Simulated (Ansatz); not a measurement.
# 2H-MoS2 bilayer (2H stacking) in a perpendicular field, part 2 of 4

Wanted: the out-of-plane response of the 2H-MoS2 bilayer (2H stacking). A positive field points along +c.

Ansatz 0.2.0; plane-wave DFT, PBE-D3(BJ), Ansatz PAW (set soft_1); PAW set soft_1 (the session's first sound run).

So far. Step 2 (Relaxing the slab): The lattice constant a goes from 3.180 to 3.152 Å.

## 3. Single point, field 0

A sawtooth potential applies the field, turning back in the middle of the vacuum. With the dipole correction the typed value is the field outside the slab. The induced dipole is small, so the SCF threshold is tight.

The cell differs from the one that the last finished run ended in (c 50.025 → 27.195 Å).

input.yaml reads:

```yaml
crystal:
  lattice:
    - [3.1518275025, 0.0, 0.0]
    - [-1.5759137513, 2.7295626855, 0.0]
    - [0.0, 0.0, 27.1950775862]
  atoms:
    - { symbol: S, position: [0.3333333333, 0.6666666667, 0.3309422439] }
    - { symbol: Mo, position: [0.0, 0.0, 0.3885842436] }
    - { symbol: S, position: [0.3333333333, 0.6666666667, 0.4461701253] }
    - { symbol: S, position: [0.0, 0.0, 0.5538298747] }
    - { symbol: Mo, position: [0.3333333333, 0.6666666667, 0.6114157564] }
    - { symbol: S, position: [0.0, 0.0, 0.6690577561] }
kpoints:
  mp_grid: { grid: [18, 18, 1] }
  band_path:
    path: [[0, 0, 0], [0.5, 0, 0], [0.33333333, 0.33333333, 0], [0, 0, 0]]
    npoints: 16
hamiltonian:
  xc: pbe
  dispersion: d3bj
  pseudopotentials: { kind: paw, azcp: { folder: soft_1 } }
scf:
  occupations: { method: fermi_dirac, width: 0.02585 }
  convergence: { dr2_threshold: 1.0e-10 }
efield:
  axis: 3
  dipole_correction: true
  ramp_position: 0.97
  ramp_width: 0.06
  amplitude: 0
output:
  dos: { projected: true, e_range: [-6, 5] }
  bader: true
  write_potential: true
  write_density: true
  volumetric_format: npy
  elf: true
```

Command:

```sh
$ ansatz run input.yaml --threads 4 --pin off --max-ram 6144MiB --backend cpu --events-out ev --progress --plain --runs-dir out
```

Numbers of over 12 decimals in the logs are rounded to 6 here.

The program printed:

```text
[...]
Crystal: 6 atoms, lattice volume = 233.962 Å³
Basis set: ecut = 420 eV, 4531 PW (Γ)
Bands: 32, of which v1, the nominal top of the filled ones, is band 26 counted from 1 (25 counted from 0)
Symmetry: 6 space group operations
k-points: 37 of 324 (time reversal used)
[...]
SCF iter   1: F=—  HF=-13530.729778 eV  |F-HF|=—  |Δ(HF+E_count)|=         —  Δρ=5.95e-2  dr2=1.27e1  ethr=3.10e-3  p=0.000 e·Å  D=7.75e-14 V/Å  ΔV_dip=-0.00 eV  dr2_dipole=4.35e-8  V_vac-E_F(+/−)=5.19/5.19 eV  ⟨swp⟩=12.4  Hψ=7723  notcnv=0
efield: sawtooth ramp at fractional position 0.9700 (set: `efield.ramp_position`, or a place that a band, a saddle search or an elastic batch's reference lends), width 0.0600; the density the first Hamiltonian is built on has a dipole p = 0.000 e·Å; the dipole correction subtracts the counter field D = 7.75e-14 V/Å, which shifts the + side's vacuum level by -0.00 eV against the − side's; the planar-averaged density in the ramp window peaks in size at 2.1e-6 e/Å³
[...]
SCF iter   2: F=—  HF=-13528.673576 eV  |F-HF|=—  |Δ(HF+E_count)|=    2.06e0  Δρ=2.94e-2  dr2=5.84e0  ethr=3.10e-3  p=-0.000 e·Å  D=-3.30e-5 V/Å  ΔV_dip=0.00 eV  dr2_dipole=1.31e-7  V_vac-E_F(+/−)=6.26/6.26 eV  ⟨swp⟩=4.0  Hψ=3240  notcnv=0  defer=54
[...]
SCF iter  15: F=-13527.871094 eV  HF=-13527.871094 eV  |F-HF|=7.09e-11  |Δ(HF+E_count)|=  1.82e-12  Δρ=5.43e-8  dr2=4.06e-11  ethr=1.00e-12  p=0.000 e·Å  D=1.17e-7 V/Å  ΔV_dip=-0.00 eV  dr2_dipole=2.51e-12  V_vac-E_F(+/−)=4.84/4.84 eV  ⟨swp⟩=11.4  Hψ=3655  notcnv=0
SCF 1 converged in 15 iterations: F = -13527.871094 eV  dr2 = 4.06e-11
[...]
NSCF: frozen V_eff on 49 k-points
efield: sawtooth ramp at fractional position 0.9700 (kept from the solve that this one continues, or follows in the run), width 0.0600; the density the first Hamiltonian is built on has a dipole p = 0.000 e·Å; the dipole correction subtracts the counter field D = 1.17e-7 V/Å, which shifts the + side's vacuum level by -0.00 eV against the − side's; the planar-averaged density in the ramp window peaks in size at 2.1e-6 e/Å³
WARN: The output density's exchange-correlation potential varies sharply where the density is thin. Do not read a vacuum level from v_tot or v_xc, or from such a field of the output density. On a cell that repeats whose density bears no net charge and no dipole along the vacuum's axis use v_es (v_loc + v_h of the components); under efield.dipole_correction with no amplitude use v_es + v_field, which holds any externa [...]
SCF converged after 15 iterations
Free energy (F): -13527.871094 eV
[...]
Internal energy: -13527.871094 eV  (E = F + TS)
E sigma→0 (E₀):  -13527.871094 eV
Fermi energy:    2.549856 eV
Dipole field:    D = -0.000002 V/Å  (p = -0.000002 e·Å, saw-weighted, corrected)
Work function:   Φ+ = 4.8423 eV   Φ− = 4.8423 eV
Levels:          The Fermi level and band energies are counted from a zero that moves with the ramp; work functions are not
[...]
--- Band table (eV; the first three rows and the last of 37) ---
  k-point 0: bands = [... 22 lower, 0.0302, 0.1851, 1.2046, 1.9673, 4.2881, 4.2881, 4.3118, 4.3118, ... 2 higher]
  k-point 1: bands = [... 22 lower, 0.1017, 0.4335, 1.2005, 1.9021, 4.2324, 4.2417, 4.3506, 4.3907, ... 2 higher]
  k-point 2: bands = [... 22 lower, 0.1978, 0.6100, 1.1666, 1.6875, 4.0751, 4.1079, 4.1125, 4.2541, ... 2 higher]
  k-point 36: bands = [... 22 lower, -0.6783, -0.6782, 1.4101, 1.5099, 3.2526, 3.2526, 4.1823, 4.7715, ... 2 higher]
--- Bader charges: 6 sites ---
  site symbol  charge [e]  shift [e]
     0      S     -0.6134     0.0014
     1     Mo      1.2257     0.0028
     2      S     -0.6123     0.0014
     3      S     -0.6122     0.0014
     4     Mo      1.2257     0.0028
     5      S     -0.6134     0.0014
  estimated error of the sums over rays = 4.0e-4 e
```

It took 26 s on 4 threads of Arm Neoverse V1, shared host; peak memory 0.67 GiB; 99 s of CPU time.

In the SCF lines HF is the Harris–Foulkes energy and dr2 the Hartree energy of the density residual, in eV; the loop may stop once dr2 is under the threshold and the program's other checks hold. Hψ counts applications of the Hamiltonian.

Numbers from this step:

* gap on the k-mesh: 1.212 eV
* dipole along the normal: -2.40e-6 e·Å
* gap along the path: 1.212 eV
* smallest direct gap along the path: 1.743 eV
* ionisation energy, upper face: 5.425 eV
* electron affinity, upper face: 4.213 eV
* gap, the smaller of path and mesh: 1.212 eV

Running mean over a fixed 2.7 Å (it still follows the layers) of the planar mean; the ramp of the sawtooth is left out. The electron's electrostatic potential energy less the Fermi level by z:

| z (Å) | electron's electrostatic potential energy less the Fermi level (eV) |
| --- | --- |
| 3.5 | 4.84 |
| 4.0 | 4.84 |
| 4.5 | 4.84 |
| 5.0 | 4.84 |
| 5.5 | 4.83 |
| 6.0 | 4.81 |
| 6.5 | 4.68 |
| 7.0 | 4.04 |
| 7.5 | 2.00 |
| 8.0 | -0.659 |
| 8.5 | -3.03 |
| 9.0 | -6.33 |
| 9.5 | -10.3 |
| 10.0 | -12.0 |
| 10.5 | -11.9 |
| 11.0 | -12.0 |
| 11.5 | -11.1 |
| 12.0 | -7.48 |
| 12.5 | -3.90 |
| 13.0 | -2.00 |
| 13.5 | -1.24 |
| 14.0 | -1.54 |
| 14.5 | -3.01 |
| 15.0 | -5.91 |
| 15.5 | -9.92 |
| 16.0 | -12.0 |
| 16.5 | -11.9 |
| 17.0 | -12.0 |
| 17.5 | -11.4 |
| 18.0 | -7.95 |
| 18.5 | -4.12 |
| 19.0 | -1.63 |
| 19.5 | 0.970 |
| 20.0 | 3.42 |
| 20.5 | 4.54 |
| 21.0 | 4.78 |
| 21.5 | 4.83 |
| 22.0 | 4.84 |
| 22.5 | 4.84 |
| 23.0 | 4.84 |
| 23.5 | 4.84 |
| 24.0 | 4.84 |

The density of states has structure finer than the step of the table below, so its rows give means over 0.2 eV, whole bins alone (the curve runs from -6 to 1.53 eV). Peaks (eV: height): -4.98: 10.1, -4.76: 14.1, -4.18: 26.1, -3.11: 17.0, -2.91: 11.3, 1.20: 11.6, 1.28: 14.2.

The density of states by energy, zero at the Fermi level of the run, which the smearing sets inside the gap; means over each step:

energy (eV), density of states (states/eV a cell) and a bar:
```
     -5.8        2.3 #######
     -5.6        1.6 #####
     -5.4        2.4 #######
     -5.2        4.5 ##############
     -5.0        6.9 #####################
     -4.8        7.3 ######################
     -4.6        4.0 ############
     -4.4        5.3 ################
     -4.2        9.9 ##############################
     -4.0        5.0 ###############
     -3.8        3.3 ##########
     -3.6        3.3 ##########
     -3.4        3.4 ##########
     -3.2        4.9 ###############
     -3.0        9.2 ############################
     -2.8        6.7 ####################
     -2.6        4.6 ##############
     -2.4        5.1 ###############
     -2.2        3.5 ###########
     -2.0        4.6 ##############
     -1.8        6.7 ####################
     -1.6        4.8 ##############
     -1.4        3.5 ###########
     -1.2        1.4 ####
     -1.0        0.4 #
     -0.8        0.3 #
     -0.6        0.2 
     -0.4        0.0 
     -0.2        0.0 
      0.0        0.0 
      0.2        0.0 
      0.4        0.0 
      0.6        0.5 #
      0.8        2.9 #########
      1.0        4.6 ##############
      1.2        9.2 ############################
      1.4        7.6 #######################
```

Projected DOS per atom over height of the atomic layer and energy from the Fermi level. Layers: S Mo S S Mo S from below.

Values in states/eV, 22 rows by 6 columns, each cell a mean:
```
0.91 2.86 0.66 0.66 2.86 0.91
0.42 1.80 0.41 0.41 1.80 0.42
0.12 0.51 0.17 0.17 0.51 0.12
0.00 0.00 0.00 0.00 0.00 0.00
0.00 0.00 0.00 0.00 0.00 0.00
0.00 0.00 0.00 0.00 0.00 0.00
0.01 0.06 0.05 0.05 0.06 0.01
0.02 0.19 0.08 0.08 0.19 0.02
0.24 1.06 0.23 0.23 1.06 0.24
0.50 1.79 0.49 0.49 1.79 0.50
0.75 0.87 0.61 0.61 0.87 0.75
0.98 0.40 0.99 0.99 0.40 0.98
1.16 0.69 1.10 1.10 0.69 1.16
1.15 1.07 1.16 1.16 1.07 1.15
0.47 0.75 0.50 0.50 0.75 0.47
0.49 0.67 0.51 0.51 0.67 0.49
1.11 1.32 1.15 1.15 1.32 1.11
0.88 0.82 0.69 0.69 0.82 0.88
1.16 1.04 1.04 1.04 1.04 1.16
0.83 0.75 0.87 0.87 0.75 0.83
0.33 0.28 0.33 0.33 0.28 0.33
0.62 0.54 0.54 0.54 0.54 0.62
```
Columns: height of the atomic layer (Å) from 9 to 18.2 (not evenly spaced); rows upwards: energy from the Fermi level (eV) from -5.96 to 1.51.

Electronic bands along the path, in eV, zero at the Fermi level of the run, which the smearing sets inside the gap:

| point | band 23 | band 24 | band 25 | band 26 | band 27 | band 28 | band 29 | band 30 |
| --- | --- | --- | --- | --- | --- | --- | --- | --- |
| Γ | -2.52 | -2.36 | -1.35 | -0.58 | 1.74 | 1.74 | 1.76 | 1.76 |
| halfway | -2.61 | -2.25 | -1.88 | -1.80 | 0.94 | 1.26 | 1.34 | 1.39 |
| M | -2.06 | -1.93 | -1.78 | -1.71 | 1.26 | 1.29 | 1.70 | 1.86 |
| halfway | -3.15 | -2.88 | -1.44 | -1.34 | 1.12 | 1.19 | 1.96 | 2.08 |
| K | -3.23 | -3.23 | -1.14 | -1.04 | 0.70 | 0.70 | 1.63 | 2.22 |
| halfway | -2.18 | -2.09 | -1.89 | -1.88 | 0.63 | 1.05 | 1.39 | 1.54 |
| Γ | -2.52 | -2.36 | -1.35 | -0.58 | 1.74 | 1.74 | 1.76 | 1.76 |

Electrostatic potential energy in the ca plane at fractional y = 0.667, with atoms of S and Mo within 0.2 Å of it. With pseudopotentials it is smooth inside the atoms' cores, unlike the true potential.

Ten even steps from '0' (-44 eV) to '9' (7 eV), each cell a mean:
```
99999999999999999999998655789999999877888888
99999999999999999999998655789999999877888888
99999999999999999998888777788889999988887667
99999999999999999974236888863248999999851014
99999999999999999951103888720116999999720001
99999999999999999951203788721215999999720001
99999999999999999973126888852137999999851004
99999999999999999998778777887789999988876567
```
Columns run along c (16.0 Å, from fractional 0.07 to 0.65 of the cell; values clipped at the 3rd and 97th percentile), rows up along a (3.2 Å). Atoms in or near the plane, at fractional coordinates: S at (0.33, 0.33), S at (0.45, 0.33), Mo at (0.61, 0.33).

ELF in the ca plane at fractional y = 0.667, with atoms of S and Mo within 0.2 Å of it. It is the smooth field of the valence electrons, not physical close to the nuclei.

Ten even steps from '0' (0.00) to '9' (0.93), each cell a mean:
```
00000000000000000012332233123321015788753224
00000000000000000012221233112210015788753235
00000000000000012467775222257775102577632223
00000000000000147899788522588799600234335763
00000000000001368996127622672179820012257676
00000000000001368996027622661179820012257566
00000000000000247998678522587799610134336764
00000000000000013578885322368876202567532322
```
Columns run along c (16.0 Å, from fractional 0.07 to 0.65 of the cell), rows up along a (3.2 Å). Atoms in or near the plane, at fractional coordinates: S at (0.33, 0.33), S at (0.45, 0.33), Mo at (0.61, 0.33).

Valence density in the ca plane at fractional y = 0.667, with atoms of S and Mo within 0.2 Å of it. It is the smooth field of the valence electrons, not physical close to the nuclei.

Ten steps, logarithmic in the rise over the least value, from '0' (0.0 e/Å³) to '9' (6.8 e/Å³), each cell a mean:
```
00000000000000000012333455433221112344443333
00000000000000000012233455433221112344443333
00000000000000000123444444444432111234444544
00000000000000001245565433456554211223357875
00000000000000001356455433465565311122479997
00000000000000001356455433465465311122479997
00000000000000001245665433456654211123458886
00000000000000000134444444444442111234445554
```
Columns run along c (16.0 Å, from fractional 0.07 to 0.65 of the cell), rows up along a (3.2 Å). Atoms in or near the plane, at fractional coordinates: S at (0.33, 0.33), S at (0.45, 0.33), Mo at (0.61, 0.33).

The gap is 1.21 eV, with the valence edge 5.42 eV and the conduction edge 4.21 eV under the upper vacuum level.

## 4. Single point, field 0.03 V/Å

Changes to input.yaml since step 3:

```diff
@@ -29,6 +29,4 @@
   ramp_width: 0.06
-  amplitude: 0
+  amplitude: 0.03
 output:
-  dos: { projected: true, e_range: [-6, 5] }
-  bader: true
   write_potential: true
@@ -36,2 +34 @@
   volumetric_format: npy
-  elf: true
```

The program printed:

```text
[...]
Crystal: 6 atoms, lattice volume = 233.962 Å³
Basis set: ecut = 420 eV, 4531 PW (Γ)
Bands: 32, of which v1, the nominal top of the filled ones, is band 26 counted from 1 (25 counted from 0)
Symmetry: 6 space group operations
k-points: 37 of 324 (time reversal used)
[...]
k-point 0: bands = [... 22 lower, 0.0351, 0.1851, 1.2045, 1.9674, 4.2827, 4.2827, 4.3170, 4.3170, ... 2 higher]
  k-point 1: bands = [... 22 lower, 0.1015, 0.4337, 1.2004, 1.9022, 4.2232, 4.2507, 4.3485, 4.3877, ... 2 higher]
  k-point 2: bands = [... 22 lower, 0.1975, 0.6101, 1.1665, 1.6877, 4.0721, 4.0991, 4.1233, 4.2548, ... 2 higher]
  k-point 36: bands = [... 22 lower, -0.6888, -0.6676, 1.4084, 1.5115, 3.2396, 3.2655, 4.1820, 4.7717, ... 2 higher]
[key lines of the parts left out:]
SCF converged after 15 iterations
Free energy (F): -13527.871315 eV
Fermi energy:    2.549701 eV
Dipole field:    D = 0.011379 V/Å  (p = 0.014713 e·Å, saw-weighted, corrected)
```

The job ended after 16 s (4 threads; peak memory 0.63 GiB; 62 s of CPU time).

The dipole is 0.0147 e·Å, and the gap 1.211 eV.

## 5. Single point, field -0.03 V/Å

Changes to input.yaml since step 4:

```diff
@@ -29,3 +29,3 @@
   ramp_width: 0.06
-  amplitude: 0.03
+  amplitude: -0.03
 output:
```

The program printed:

```text
[...]
Crystal: 6 atoms, lattice volume = 233.962 Å³
Basis set: ecut = 420 eV, 4531 PW (Γ)
Bands: 32, of which v1, the nominal top of the filled ones, is band 26 counted from 1 (25 counted from 0)
Symmetry: 6 space group operations
k-points: 37 of 324 (time reversal used)
[...]
k-point 0: bands = [... 22 lower, 0.0351, 0.1851, 1.2045, 1.9674, 4.2827, 4.2827, 4.3170, 4.3170, ... 2 higher]
  k-point 1: bands = [... 22 lower, 0.1015, 0.4337, 1.2004, 1.9022, 4.2232, 4.2507, 4.3485, 4.3877, ... 2 higher]
  k-point 2: bands = [... 22 lower, 0.1975, 0.6101, 1.1665, 1.6877, 4.0721, 4.0991, 4.1233, 4.2548, ... 2 higher]
  k-point 36: bands = [... 22 lower, -0.6888, -0.6676, 1.4084, 1.5115, 3.2396, 3.2655, 4.1820, 4.7717, ... 2 higher]
[key lines of the parts left out:]
SCF converged after 15 iterations
Free energy (F): -13527.871315 eV
Fermi energy:    2.549700 eV
Dipole field:    D = -0.011380 V/Å  (p = -0.014714 e·Å, saw-weighted, corrected)
```

Wall time 15 s (4 threads); peak memory 0.64 GiB.

The dipole is -0.0147 e·Å, and the gap 1.211 eV.

## 6. Atoms held, field 0.15 V/Å

Changes to input.yaml since step 5:

```diff
@@ -27,5 +27,5 @@
   dipole_correction: true
-  ramp_position: 0.97
-  ramp_width: 0.06
-  amplitude: -0.03
+  ramp_position: 0.954
+  ramp_width: 0.0919
+  amplitude: 0.15
 output:
```

The program printed:

```text
[...]
Crystal: 6 atoms, lattice volume = 233.962 Å³
Basis set: ecut = 420 eV, 4531 PW (Γ)
Bands: 32, of which v1, the nominal top of the filled ones, is band 26 counted from 1 (25 counted from 0)
Symmetry: 6 space group operations
k-points: 37 of 324 (time reversal used)
[...]
k-point 0: bands = [... 22 lower, 0.0817, 0.1854, 1.2022, 1.9710, 4.2350, 4.2350, 4.3589, 4.3589, ... 2 higher]
  k-point 1: bands = [... 22 lower, 0.0965, 0.4387, 1.1985, 1.9060, 4.1708, 4.2978, 4.3138, 4.3496, ... 2 higher]
  k-point 2: bands = [... 22 lower, 0.1900, 0.6131, 1.1646, 1.6927, 4.0233, 4.0721, 4.1803, 4.2385, ... 2 higher]
  k-point 36: bands = [... 22 lower, -0.7294, -0.6240, 1.3776, 1.5412, 3.1872, 3.3168, 4.1745, 4.7780, ... 2 higher]
[key lines of the parts left out:]
SCF converged after 15 iterations
Free energy (F): -13527.876612 eV
Fermi energy:    2.545949 eV
Dipole field:    D = 0.056910 V/Å  (p = 0.073582 e·Å, saw-weighted, corrected)
```

Elapsed: 16 s, on 4 threads; peak memory 0.64 GiB; 63 s of CPU time.

The dipole is 0.0736 e·Å, and the gap 1.199 eV.

## 7. Single point, field 0.25 V/Å

Changes to input.yaml since step 6:

```diff
@@ -29,3 +29,3 @@
   ramp_width: 0.0919
-  amplitude: 0.15
+  amplitude: 0.25
 output:
```

The program printed:

```text
[...]
Crystal: 6 atoms, lattice volume = 233.962 Å³
Basis set: ecut = 420 eV, 4531 PW (Γ)
Bands: 32, of which v1, the nominal top of the filled ones, is band 26 counted from 1 (25 counted from 0)
Symmetry: 6 space group operations
k-points: 37 of 324 (time reversal used)
[...]
k-point 0: bands = [... 22 lower, 0.1231, 0.1859, 1.1980, 1.9774, 4.1914, 4.1914, 4.3802, 4.3802, ... 2 higher]
  k-point 1: bands = [... 22 lower, 0.0878, 0.4473, 1.1950, 1.9128, 4.1254, 4.2734, 4.2959, 4.3500, ... 2 higher]
  k-point 2: bands = [... 22 lower, 0.1766, 0.6179, 1.1613, 1.7016, 3.9724, 4.0451, 4.2040, 4.2286, ... 2 higher]
  k-point 36: bands = [... 22 lower, -0.7610, -0.5870, 1.3392, 1.5770, 3.1429, 3.3587, 4.1609, 4.7889, ... 2 higher]
[key lines of the parts left out:]
SCF converged after 15 iterations
Free energy (F): -13527.886424 eV
Fermi energy:    2.538662 eV
Dipole field:    D = 0.094865 V/Å  (p = 0.122656 e·Å, saw-weighted, corrected)
```

The job ended after 16 s (4 threads; peak memory 0.63 GiB; 62 s of CPU time).

The dipole is 0.123 e·Å, and the gap 1.165 eV.

## 8. Single point, field -0.25 V/Å

Changes to input.yaml since step 7:

```diff
@@ -29,4 +29,6 @@
   ramp_width: 0.0919
-  amplitude: 0.25
+  amplitude: -0.25
 output:
+  dos: { projected: true, e_range: [-6, 5] }
+  bader: true
   write_potential: true
@@ -34 +36,2 @@
   volumetric_format: npy
+  elf: true
```

The program printed:

```text
[...]
Crystal: 6 atoms, lattice volume = 233.962 Å³
Basis set: ecut = 420 eV, 4531 PW (Γ)
Bands: 32, of which v1, the nominal top of the filled ones, is band 26 counted from 1 (25 counted from 0)
Symmetry: 6 space group operations
k-points: 37 of 324 (time reversal used)
[...]
k-point 36: bands = [... 22 lower, -0.7614, -0.5874, 1.3388, 1.5766, 3.1424, 3.3582, 4.1605, 4.7885, ... 2 higher]
--- Bader charges: 6 sites ---
  site symbol  charge [e]  shift [e]
     0      S     -0.6023     0.0014
     1     Mo      1.2258     0.0028
     2      S     -0.6183     0.0014
     3      S     -0.6061     0.0014
     4     Mo      1.2255     0.0028
     5      S     -0.6245     0.0014
  estimated error of the sums over rays = 3.7e-4 e
[key lines of the parts left out:]
SCF converged after 14 iterations
Free energy (F): -13527.886424 eV
Fermi energy:    2.538239 eV
Dipole field:    D = -0.094860 V/Å  (p = -0.122650 e·Å, saw-weighted, corrected)
```

Wall time 25 s (4 threads); peak memory 0.64 GiB; 100 s of CPU time.

The dipole is -0.123 e·Å, and the gap 1.165 eV.

(Continued in part 3 of 4.)

[Logs are printed without paths, hosts, clocks, repeated set-up lines and the standing remarks that a program may print on its own settings, such as how far it seeks lower states.]

[Hosts, paths, dates, database ids (printed as entryN), source tags and the programs' standing remarks are cut or masked in the printed files.]

[Maps of the electrostatic potential energy from Ansatz leave out the sawtooth potential of an applied field or a dipole correction, so their vacuum need not be flat; planar profiles and work functions include it.]

[The density of states shown here was stored with 400 of the rows of the run's finer table, so its peaks can read low, often by over a quarter, or be missed, and its means over a window can be off by a tenth or more.]
